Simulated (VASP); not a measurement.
Wanted: the native input for a VASP 6.6.1 run.

| Property | Result |
| --- | --- |
| Task | relaxation of cell and atoms |
| Functional | PBE |
| Potentials or basis | VASP PAW PBE potentials, release 64 (In_d, Sb, As) |
| Cutoff | 520 eV |
| k mesh | 8 × 8 × 4 |
| Occupations | gaussian, width 0.1 eV |
| Spin | no spin polarisation |
| Further INCAR settings | ALGO = Normal; EDIFF = 1e-06; IBRION = 2; EDIFFG = -0.01; NSW = 90; ISIF = 3 |

The structure of InSb2As3 lies in POSCAR:

```
InSb2As3
1.0
    4.2771290600      0.0000000000      0.0000000000
   -2.1385645300      3.7041024200      0.0000000000
    0.0000000000      0.0000000000     10.2920000000
In Sb As
1 2 3
Direct
    0.0000000000      0.0000000000      0.5486785900
    0.3333333300      0.6666666700      0.7829382000
    0.3333333300      0.6666666700      0.2157015200
    0.6666666700      0.3333333300      0.4591916100
    0.6666666700      0.3333333300      0.0886125100
    0.0000000000      0.0000000000      0.9049747400
```

The cell was built by a generator and needn't be a form met in nature.

These files were run (other wordings do the same):

INCAR

```
SYSTEM = InSb2As3
PREC = Accurate ; ENCUT = 520
EDIFF = 1E-6 ; ISMEAR = 0
SIGMA = 0.1 ; LREAL = .False.
LASPH = .True. ; NELM = 120
ALGO = Normal ; ISIF = 3
LWAVE = .False. ; LCHARG = .False.
GGA = PE ; IBRION = 2
NSW = 90 ; EDIFFG = -0.01
KPAR = 4
```

KPOINTS

```
regular mesh
0
Gamma
  8 8 4
  0 0 0
```

Potentials or basis: VASP PAW PBE potentials, release 64 (In_d, Sb, As).

Launch:

```bash
$ cat potpaw_PBE.64/In_d/POTCAR potpaw_PBE.64/Sb/POTCAR potpaw_PBE.64/As/POTCAR > POTCAR
$ mpirun -np 4 vasp_std > vasp.out
```

It gave:

The relaxed volume is 27.60 Å³/atom and the relaxed cell is a = 4.142 Å, b = 4.142 Å, c = 11.147 Å, α = 90.00°, β = 90.00°, γ = 120.00°. The space group after relaxing (to 0.05 Å) is P3m1 (No. 156), the energy gained by relaxing is 28.0 meV/atom and the ionic steps are 20. The pressure after relaxing is 0.0 GPa, the largest force after relaxing is 0.008 eV/Å and the band gap on the k mesh is none (metal or under the smearing width).

Run time: 6.5 min on 4 MPI ranks on Intel(R) Xeon(R) Platinum 8488C (Sapphire Rapids) (shared host), peak memory 0.36 GiB a rank.
